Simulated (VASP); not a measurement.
# CdSe (Cadmoselite) (P6_3mc) in VASP: a series of runs

One crystal, CdSe (Cadmoselite), is run at these levels: HSE06; tasks: single point.

Everything below comes from runs of VASP 6.6.1. Logs are shortened: lines on timing, memory, paths and dates and some standing lists are left out, and cuts for length are marked.

## Step 1: The crystal as given

Symmetry: P6_3mc, No. 186, hexagonal system. The conventional cell has a = 4.300 Å, b = 4.300 Å, c = 7.020 Å, α = 90.00°, β = 90.00°, γ = 120.00°. Cd (site symmetry 3m) is surrounded by 4 Se at 2.61 to 2.70 Å. Se (site symmetry 3m) has 4 Cd at 2.61 to 2.70 Å as nearest neighbours.

## Step 2: Single point, HSE06

Contents of POSCAR:

```
CdSe
1.0
    4.3000000000      0.0000000000      0.0000000000
   -2.1500000000      3.7239092363      0.0000000000
    0.0000000000      0.0000000000      7.0200000000
Cd Se
2 2
Direct
    0.6666666667      0.3333333333      0.5000000000
    0.3333333333      0.6666666667      0.0000000000
    0.6666666667      0.3333333333      0.8850000000
    0.3333333333      0.6666666667      0.3850000000
```

Contents of INCAR.step1:

```
SYSTEM = CdSe
ALGO = Normal
EDIFF = 1E-5
ENCUT = 280
GGA = PE
ISIF = 2
ISMEAR = 0
LASPH = .TRUE.
LCHARG = .FALSE.
LREAL = .FALSE.
LWAVE = .TRUE.
NBANDS = 26
NELM = 100
NKRED = 1
PREC = Accurate
SIGMA = 0.01
```

Contents of INCAR.step2:

```
SYSTEM = CdSe
ALGO = Normal
EDIFF = 1E-6
ENCUT = 280
GGA = PE
HFSCREEN = 0.2
ISIF = 2
ISMEAR = 0
ISTART = 1
LASPH = .TRUE.
LCHARG = .FALSE.
LHFCALC = .TRUE.
LREAL = .FALSE.
LWAVE = .FALSE.
NBANDS = 26
NELM = 100
NKRED = 1
PREC = Accurate
PRECFOCK = Fast
SIGMA = 0.01
```

Contents of KPOINTS:

```
k-points
0
G
  5 5 3
  0 0 0
```

Potentials or basis: VASP PAW PBE potentials, release 64 (Cd, Se).

The run is started by

```
cat potpaw_PBE.64/Cd/POTCAR potpaw_PBE.64/Se/POTCAR > POTCAR
cp INCAR.step1 INCAR
mpirun -np 1 vasp_std > vasp.out
cp INCAR.step2 INCAR
mpirun -np 1 vasp_std > vasp.out
```

OUTCAR:

```text
SYSTEM = CdSe
   EDIFF = 1E-6
   ENCUT = 280
   GGA = PE
   HFSCREEN = 0.2
   ISIF = 2
   ISMEAR = 0
   ISTART = 1
   LASPH = .TRUE.
   LHFCALC = .TRUE.
   LREAL = .FALSE.
   NELM = 100
   NKRED = 1
   PREC = Accurate
   PRECFOCK = Fast

 Found     10 irreducible k-points:

 Following reciprocal coordinates:
            Coordinates               Weight
  0.000000  0.000000  0.000000      1.000000
  0.200000  0.000000  0.000000      6.000000
  0.400000  0.000000  0.000000      6.000000
  0.200000  0.200000  0.000000      6.000000
  0.400000  0.200000  0.000000      6.000000
  0.000000  0.000000  0.333333      2.000000
   k-points           NKPTS =     10   k-points in BZ     NKDIM =     75   number of bands    NBANDS=     26
   number of dos      NEDOS =    301   number of ions     NIONS =      4
   total plane-waves  NPLWV =  23040
   dimension x,y,z NGX =    24 NGY =   24 NGZ =   40
   dimension x,y,z NGXF=    48 NGYF=   48 NGZF=   80
   ions per type =               2   2
   NGX,Y,Z   is equivalent  to a cutoff of   9.28,  9.28,  9.47 a.u.
   NGXF,Y,Z  is equivalent  to a cutoff of  18.56, 18.56, 18.95 a.u.
 SYSTEM =  CdSe
   PREC   = accura    normal or accurate (medium, high low for compatibility)
   ISTART =      1    job   : 0-new  1-cont  2-samecut
   ICHARG =      0    charge: 1-file 2-atom 10-const
   ISPIN  =      1    spin polarized calculation?
   LNONCOLLINEAR =      F non collinear calculations
   LSORBIT =      F    spin-orbit coupling
   LASPH  =      T    aspherical Exc in radial PAW
   ENCUT  =  280.0 eV  20.58 Ry    4.54 a.u.   5.87  5.87  9.58*2*pi/ulx,y,z
   NELM   =    100;   NELMIN=  2; NELMDL=  0     # of ELM steps
   EDIFF  = 0.1E-05   stopping-criterion for ELM
   LREAL  =      F    real-space projection
   EDIFFG = 0.1E-04   stopping-criterion for IOM
   NSW    =      0    number of steps for IOM
   IBRION =     -1    ionic relax: 0-MD 1-quasi-New 2-CG
   NFREE  =      0    steps in history (QN), initial steepest desc. (CG)
   ISIF   =      2    stress and relaxation
   ISYM   =      3    0-nonsym 1-usesym 2-fastsym
   POTIM  = 0.5000    time-step for ionic-motion
   TEBEG  =    0.0;   TEEND  =   0.0 temperature during run
   PSTRESS=    0.0 pullay stress
   NELECT =      36.0000    total number of electrons
   NUPDOWN=      -1.0000    fix difference up-down
   EMIN   =  10.00;   EMAX   =-10.00  energy-range for DOS
   EFERMI =   0.00;   METHOD = LEGACY
   ISMEAR =     0;   SIGMA  =   0.01  broadening in eV -4-tet -1-fermi 0-gaus
   EFERMI_NEDOS =   21; number of points for ismear=-14 and -15
   IALGO  =     38    algorithm
   IMIX   =      1    mixing-type and parameters
     AMIX     =   0.40;   BMIX     =  1.00
     AMIX_MAG =   1.60;   BMIX_MAG =  1.00
  volume/ion in A,a.u.               =      28.10       189.64
  Fermi-wavevector in a.u.,A,eV,Ry     =   1.120059  2.116604 17.068937  1.254531
  Thomas-Fermi vector in A             =   2.256702
   LORBIT       =      0    0 simple, 1 ext, 2 COOP (PROOUT), +10 PAW based schemes
   GGA     = PE    functional components
   LHFCALC =     T    Hartree Fock is set to
   PRECFOCK=fast      Normal, Fast or Accurate (Low or Medium for compatibility)
   ENCUT4O =  -1.0   cutoff for four orbital integrals eV
   NKREDX  =     1    reduce k-point grid by
   NKREDY  =     1    reduce k-point grid by
   NKREDZ  =     1    reduce k-point grid by
   AEXX    =    0.2500 exact exchange contribution
   HFSCREEN=    0.2000 screening length (either q_TF or 0.3 A-1)
   HFSCREENC=   0.2000 screening length for correlation (either q_TF or 0.3 A-1)
   ENCUTFOCK=  -1.0 apply spherical cutoff to Coloumb kernel
   IVDW    =     0    specifies the selected vdW correction
   LEPSILON=     F    determine dielectric tensor
   LRPA    =     F    only Hartree local field effects (RPA)
 non-spin polarized calculation
 Gauss-broadening in eV      SIGMA  =   0.01
  energy-cutoff  :      280.00
  volume of cell :      112.41
 maximum number of plane-waves:      1210
 NGX is ok and might be reduce to    24
  NGX = 14; NGY = 14; NGZ = 24

 number of electron      35.9999993 magnetization

 Free energy of the ion-electron system (eV)
  ---------------------------------------------------
  ext. energy  EPLUGINS =         0.00000000
  ---------------------------------------------------
  free energy    TOTEN  =       -13.65023510 eV

  energy without entropy =      -13.65023510  energy(sigma->0) =      -13.65023510

 E-fermi :   0.4133     XC(G=0):  -7.3753

 val. band max:        0.3309670300   @ k =   0.0000   0.0000   0.0000
 cond. band min:       1.9922510615   @ k =   0.0000   0.0000   0.0000
 fundamental gap:      1.6612840315
 Fermi energy:         0.4133403568

 k-point     1 :       0.0000    0.0000    0.0000
  band No.  band energies     occupation
      1     -13.3820      2.00000
      2     -12.9826      2.00000
      3      -8.7884      2.00000
      4      -8.7883      2.00000
      5      -8.7329      2.00000
      6      -8.7316      2.00000
      7      -8.7315      2.00000
      8      -8.4292      2.00000
      9      -8.4292      2.00000
     10      -8.3689      2.00000
     11      -8.3688      2.00000
     12      -8.0479      2.00000
     13      -4.2036      2.00000
     14      -0.4427      2.00000
     15      -0.4427      2.00000
     16       0.3303      2.00000
     17       0.3310      2.00000
     18       0.3310      2.00000
     19       1.9923      0.00000
     20       3.4519      0.00000
     21       7.2632      0.00000
     22       7.2632      0.00000
     23       7.5440      0.00000
     24       8.4511      0.00000
     25       8.4511      0.00000
     26       9.2099      0.00000

 k-point     2 :       0.2000    0.0000    0.0000
  band No.  band energies     occupation
      1     -13.2526      2.00000
      2     -12.9235      2.00000
      3      -8.7422      2.00000
      4      -8.7241      2.00000
      5      -8.6721      2.00000
      6      -8.6620      2.00000
      7      -8.6547      2.00000
      8      -8.4492      2.00000
      9      -8.4288      2.00000
     10      -8.3993      2.00000
     11      -8.3615      2.00000
     12      -7.9780      2.00000
     13      -3.9530      2.00000
     14      -1.8830      2.00000
     15      -1.4159      2.00000
     16      -0.9201      2.00000
     17       0.0127      2.00000
     18       0.0317      2.00000
     19       3.5551      0.00000
     20       4.6630      0.00000
     21       6.5677      0.00000
     22       7.4659      0.00000
     23       7.8590      0.00000
     24       8.4820      0.00000
     25       8.5138      0.00000
     26       9.4155      0.00000

 k-point     3 :       0.4000    0.0000    0.0000
  band No.  band energies     occupation
      1     -13.0194      2.00000
      2     -12.8501      2.00000
      3      -8.6827      2.00000
      4      -8.6783      2.00000
      5      -8.5778      2.00000
      6      -8.5363      2.00000
      7      -8.4835      2.00000
      8      -8.4642      2.00000
      9      -8.4023      2.00000
     10      -8.3482      2.00000
     11      -8.2462      2.00000
     12      -7.8979      2.00000
     13      -4.0315      2.00000
     14      -3.3175      2.00000
     15      -2.5265      2.00000
     16      -1.5600      2.00000
     17      -0.7597      2.00000
     18      -0.4794      2.00000
     19       4.5325      0.00000
     20       4.6415      0.00000
     21       6.1838      0.00000
     22       7.4689      0.00000
     23       8.0564      0.00000
     24       9.1007      0.00000
     25       9.3551      0.00000
     26      10.4888      0.00000

 k-point     4 :       0.2000    0.2000    0.0000
  band No.  band energies     occupation
      1     -13.0690      2.00000
      2     -12.8603      2.00000
      3      -8.7029      2.00000
      4      -8.6645      2.00000
      5      -8.5942      2.00000
      6      -8.5893      2.00000
      7      -8.4574      2.00000
      8      -8.4360      2.00000
      9      -8.4290      2.00000
     10      -8.4143      2.00000
     11      -8.3187      2.00000
     12      -7.8839      2.00000
     13      -3.8100      2.00000
     14      -2.8561      2.00000
     15      -2.4269      2.00000
     16      -1.8495      2.00000
     17      -0.7727      2.00000
     18      -0.5077      2.00000
     19       4.9048      0.00000
     20       5.8808      0.00000
     21       6.4102      0.00000
     22       6.6263      0.00000
     23       7.8735      0.00000
     24       8.1251      0.00000
     25       9.1874      0.00000
     26       9.8591      0.00000

 k-point     5 :       0.4000    0.2000    0.0000
  band No.  band energies     occupation
      1     -12.9276      2.00000
      2     -12.8501      2.00000
      3      -8.6918      2.00000
      4      -8.6218      2.00000
      5      -8.5609      2.00000
      6      -8.5291      2.00000
      7      -8.4620      2.00000
      8      -8.4450      2.00000
      9      -8.4161      2.00000
     10      -8.3695      2.00000
     11      -8.0208      2.00000
     12      -7.8998      2.00000
     13      -3.9738      2.00000
     14      -3.5884      2.00000
     15      -2.6086      2.00000
     16      -1.9503      2.00000
     17      -1.2851      2.00000
     18      -1.1816      2.00000
     19       5.5660      0.00000
     20       5.8335      0.00000
     21       5.9562      0.00000
     22       7.6306      0.00000
     23       7.9002      0.00000
     24       8.9419      0.00000
     25       9.8749      0.00000
     26      10.3056      0.00000

 k-point     6 :       0.0000    0.0000    0.3333
  band No.  band energies     occupation
      1     -13.2803      2.00000
      2     -13.0798      2.00000
      3      -8.7775      2.00000
      4      -8.7774      2.00000
      5      -8.7491      2.00000
      6      -8.7489      2.00000
      7      -8.6445      2.00000
      8      -8.4122      2.00000
      9      -8.4121      2.00000
     10      -8.3819      2.00000
     11      -8.3818      2.00000
     12      -8.3312      2.00000
     13      -3.2745      2.00000
     14      -1.3073      2.00000
     15      -0.2607      2.00000
     16      -0.2607      2.00000
     17       0.1251      2.00000
     18       0.1251      2.00000
     19       3.3124      0.00000
     20       3.6272      0.00000
     21       6.9633      0.00000
     22       7.4170      0.00000
     23       7.4170      0.00000
     24       7.9748      0.00000
     25       7.9748      0.00000
     26       7.9947      0.00000

 [... further k-points ...]

------------------------ aborting loop because EDIFF is reached ----------------------------------------

  FORCE on cell =-STRESS in cart. coord.  units (eV):
  Direction    XX          YY          ZZ          XY          YZ          ZX
  --------------------------------------------------------------------------------------
  -------------------------------------------------------------------------------------
  Total        1.5743326      1.5743326      0.0988257      0.0000000     -0.0000000      0.0000000
  in kB       22.4389439     22.4389439      1.4085609      0.0000000     -0.0000000      0.0000000
  external PRESSURE =      15.4288162 kB  Pullay stress =       0.0000000 kB

 VOLUME and BASIS-vectors are now :
 -----------------------------------------------------------------------------
  energy-cutoff  :      280.00
  volume of cell :      112.41
      direct lattice vectors                 reciprocal lattice vectors
     4.300000000  0.000000000  0.000000000     0.232558140  0.134267504  0.000000000
    -2.150000000  3.723909236  0.000000000     0.000000000  0.268535009  0.000000000
     0.000000000  0.000000000  7.020000000     0.000000000  0.000000000  0.142450142

 POSITION                                       TOTAL-FORCE (eV/Angst)
 -----------------------------------------------------------------------------------
      2.15000      1.24130      3.51000        -0.000000      0.000000      0.287812
     -0.00000      2.48261      0.00000         0.000000     -0.000000      0.287812
      2.15000      1.24130      6.21270        -0.000000      0.000000     -0.287812
     -0.00000      2.48261      2.70270         0.000000     -0.000000     -0.287812
 -----------------------------------------------------------------------------------
    total drift:                                0.000000      0.000001     -0.000436

  FREE ENERGIE OF THE ION-ELECTRON SYSTEM (eV)
  ---------------------------------------------------
  free  energy   TOTEN  =       -13.6502350957 eV

  energy  without entropy=      -13.6502350957  energy(sigma->0) =      -13.65023510
```

Run time: 7.2 min. Hardware: 1 thread of Intel Xeon 6975P-C (Granite Rapids), shared host; peak memory 0.26 GiB.

The run converged, but some of its settings lie outside the range that counts as converged, so its numbers aren't taken as properties of the crystal.

What came out:

| Property | Result |
| --- | --- |
| Free energy | -13.6502 eV |
| Largest force | 0.288 eV/Å |
| Band gap on the k mesh | 1.66 eV, direct |

Caveat: the cutoff is under 1.25 times the usual one of these potentials, so pressure, stress and relaxed cells hold a basis-set (Pulay) error; the PAW data sets were made with another functional, which shifts forces and pressure a little.

## Step 3: Single point, HSE06

POSCAR is that of step 2.

INCAR.step1: that of step 2 with these lines changed.

```diff
@@ -3,3 +3,3 @@
 EDIFF = 1E-5
-ENCUT = 280
+ENCUT = 400
 GGA = PE
```

INCAR.step2: that of step 2 with these lines changed.

```diff
@@ -3,3 +3,3 @@
 EDIFF = 1E-6
-ENCUT = 280
+ENCUT = 400
 GGA = PE
```

KPOINTS is that of step 2.

Potentials or basis: VASP PAW PBE potentials, release 64 (Cd, Se).

The run is started by

```
cat potpaw_PBE.64/Cd/POTCAR potpaw_PBE.64/Se/POTCAR > POTCAR
cp INCAR.step1 INCAR
mpirun -np 1 vasp_std > vasp.out
cp INCAR.step2 INCAR
mpirun -np 1 vasp_std > vasp.out
```

Run time: 11 min. Hardware: 1 thread of Intel Xeon 6975P-C (Granite Rapids), shared host; peak memory 0.31 GiB.

The run converged, but some of its settings lie outside the range that counts as converged, so its numbers aren't taken as properties of the crystal.

Results:

* Free energy: -13.6764 eV
* Pressure: 1.6 GPa
* Largest force: 0.288 eV/Å
* Band gap on the k mesh: 1.67 eV, direct

Caveat: the PAW data sets were made with another functional, which shifts forces and pressure a little.
